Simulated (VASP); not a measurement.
**SrO in VASP 6.6.1, single-point calculation**

INCAR

```
NELM = 120
LCHARG = .FALSE.
LWAVE = .FALSE.
ISIF = 2
GGA = RE
ISMEAR = -1
EDIFF = 1E-7
ENCUT = 520
NBANDS = 15
SIGMA = 0.02
NSW = 0
LASPH = .TRUE.
LREAL = .FALSE.
PREC = Accurate
IBRION = -1
```

KPOINTS

```
KPOINTS created by Atomic Simulation Environment
0
Gamma
8 8 8
0 0 0
```

POSCAR

```
Sr O
 1.0000000000000000
     0.0000000000000000    2.6314901723999999    2.5540934026000000
     2.6314901723999999    0.0000000000000000    2.5540934026000000
     2.6314901723999999    2.6314901723999999    0.0000000000000000
 Sr  O
   1   1
Cartesian
  0.0000000000000000  0.0000000000000000  0.0000000000000000
  2.6314901723999999  2.6314901723999999  2.5540934026000000
```

The recommended PBE PAW datasets give the neutral cell 16 valence electrons.

Command

```
mpirun -np 1 vasp_std
```

OSZICAR

```
N       E                     dE             d eps       ncg     rms          rms(c)
DAV:   1     0.675480937388E+02    0.67548E+02   -0.84147E+03  1770   0.104E+03
DAV:   2    -0.104589077592E+02   -0.78007E+02   -0.71313E+02  2466   0.217E+02
DAV:   3    -0.135650840978E+02   -0.31062E+01   -0.30906E+01  2294   0.394E+01
DAV:   4    -0.136295487791E+02   -0.64465E-01   -0.64458E-01  2224   0.545E+00
DAV:   5    -0.136312994184E+02   -0.17506E-02   -0.17506E-02  2262   0.700E-01    0.152E+01
DAV:   6    -0.115705886306E+02    0.20607E+01   -0.68237E+00  1833   0.192E+01    0.175E+01
DAV:   7    -0.114407351483E+02    0.12985E+00   -0.30450E-01  2043   0.494E+00    0.101E+01
DAV:   8    -0.114486741198E+02   -0.79390E-02   -0.13043E-01  2176   0.368E+00    0.403E-01
DAV:   9    -0.114504510591E+02   -0.17769E-02   -0.57260E-03  2202   0.529E-01    0.257E-01
DAV:  10    -0.114516226524E+02   -0.11716E-02   -0.10713E-03  1840   0.269E-01    0.841E-02
DAV:  11    -0.114517930489E+02   -0.17040E-03   -0.18890E-04  2022   0.107E-01    0.315E-02
DAV:  12    -0.114518394425E+02   -0.46394E-04   -0.92750E-05  1819   0.659E-02    0.178E-02
DAV:  13    -0.114518390779E+02    0.36459E-06   -0.18548E-06  2148   0.111E-02    0.468E-03
DAV:  14    -0.114518389582E+02    0.11977E-06   -0.29813E-07  2035   0.382E-03    0.617E-04
DAV:  15    -0.114518389233E+02    0.34818E-07   -0.48360E-08  1574   0.167E-03
   1 F= -.11451839E+02 E0= -.11451839E+02  d E =-.103352E-10
```

From OUTCAR

```
k-points           NKPTS =     59   k-points in BZ     NKDIM =     59   number of bands    NBANDS=     15

   NELECT =      16.0000    total number of electrons

   dimension x,y,z NGX =    28 NGY =   28 NGZ =   28
   dimension x,y,z NGXF=    56 NGYF=   56 NGZF=   56

  energy-cutoff  :      520.00
  volume of cell :       35.37
      direct lattice vectors                 reciprocal lattice vectors
     0.000000000  2.631490172  2.554093403    -0.190006410  0.190006410  0.195764180
     2.631490172  0.000000000  2.554093403     0.190006410 -0.190006410  0.195764180
     2.631490172  2.631490172  0.000000000     0.190006410  0.190006410 -0.195764180

 k-points in reciprocal lattice and weights: KPOINTS created by Atomic Simulation Env
   0.00000000  0.00000000  0.00000000       0.002
   0.12500000  0.00000000  0.00000000       0.016
   0.25000000  0.00000000  0.00000000       0.016
   0.37500000  0.00000000  0.00000000       0.016
   0.50000000  0.00000000  0.00000000       0.008
   0.12500000  0.12500000  0.00000000       0.004
   0.25000000  0.12500000  0.00000000       0.016
   0.37500000  0.12500000  0.00000000       0.016
   ...

 E-fermi :   2.0633

 k-point     1 :       0.0000    0.0000    0.0000
  band No.  band energies     occupation
      1     -30.9890      2.00000
      2     -13.4968      2.00000
      3     -12.6814      2.00000
      4     -12.6814      2.00000
      5     -12.6572      2.00000
      6       1.5840      2.00000
      7       1.5840      2.00000
      8       1.6815      2.00000
      9       5.4331      0.00000
     10       7.7174      0.00000
     11       7.7174      0.00000
     12       7.9307      0.00000
     13       9.6291      0.00000
     14      10.0389      0.00000
     15      14.2987      0.00000

 k-point     2 :       0.1250    0.0000    0.0000
  band No.  band energies     occupation
      1     -30.9726      2.00000
      2     -13.8722      2.00000
      3     -12.6955      2.00000
      4     -12.6759      2.00000
      5     -12.3358      2.00000
      6       1.1812      2.00000
      7       1.4073      2.00000
      8       1.4650      2.00000
      9       6.1044      0.00000
     10       7.6411      0.00000
     11       8.0171      0.00000
     12       8.1486      0.00000
     13      10.0027      0.00000
     14      10.4278      0.00000
     15      15.2346      0.00000

 k-point     3 :       0.2500    0.0000    0.0000
  band No.  band energies     occupation
      1     -30.9324      2.00000
      2     -14.4171      2.00000
      3     -12.7292      2.00000
      4     -12.6950      2.00000
      5     -11.8885      2.00000
      6       0.4020      2.00000
      7       1.0241      2.00000
      8       1.0505      2.00000
      9       7.4869      0.00000
     10       7.6914      0.00000
     11       8.8236      0.00000
     12       8.8990      0.00000
     13      10.9483      0.00000
     14      11.3940      0.00000
     15      17.0438      0.00000

 ...

  Total        0.1824901      0.1824901      0.9897042      0.0000000      0.0000000      0.0000000
  in kB        8.2657002      8.2657002     44.8276226      0.0000000      0.0000000      0.0000000
  external PRESSURE =      20.4530077 kB  Pullay stress =       0.0000000 kB

 POSITION                                       TOTAL-FORCE (eV/Angst)
 -----------------------------------------------------------------------------------
      0.00000      0.00000      0.00000         0.000000      0.000000      0.000000
      2.63149      2.63149      2.55409        -0.000000     -0.000000      0.000000
 -----------------------------------------------------------------------------------
    total drift:                                0.000000      0.000000      0.000000

  FREE ENERGIE OF THE ION-ELECTRON SYSTEM (eV)
  ---------------------------------------------------
  free  energy   TOTEN  =       -11.4518389233 eV

  energy  without entropy=      -11.4518389233  energy(sigma->0) =      -11.45183892
```

It converged. Results: gap between bands v and c on the k mesh 3.24 eV; least direct gap on the k mesh 3.44 eV; pressure 2.0 GPa. Band v is the last that the valence electrons fill when counted band by band, and c is the next.

For comparison, a separate PBE run of the intended cell, on usual settings and not on those above, gives a gap of 3.15 eV on its mesh and a pressure of -0.1 GPa.

The run above took about 27 s on one core of a shared host (Intel Xeon Platinum 8488C) and held 0.18 GiB at most.
